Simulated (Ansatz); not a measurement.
Crystal: Zn.

```
Zn
1.0
     2.67000    0.00000    0.00000
    -1.33500    2.31229    0.00000
     0.00000    0.00000    4.96600
Zn
2
Direct
  0.66667 0.33333 0.75000
  0.33333 0.66667 0.25000
```

Base run:

```yaml
Program: Ansatz 0.2.0
Functional: PBEsol
Potentials_or_basis: all-electron LAPW, scalar-relativistic
Cutoff: 264 eV (chosen from the basis error)
Basis_error_allowed: 0.001 eV/atom
k_mesh: 11 × 11 × 6
Occupations: fermi-dirac, width 0.05 eV
Spin: no spin polarisation
```

Its results: pressure -5.6 GPa.

Problem. After a change of settings the same cell gave: pressure -3.6 GPa. Which change was it?
A. potentials or basis from all-electron LAPW, scalar-relativistic to all-electron LAPW, inner shells corrected to Dirac's equation
B. potentials or basis from all-electron LAPW, scalar-relativistic to all-electron LAPW, non-relativistic
C. potentials or basis from all-electron LAPW, scalar-relativistic to all-electron PAW datasets made for the crystal

Solution. B.

The runs don't all hold the same shells in valence.
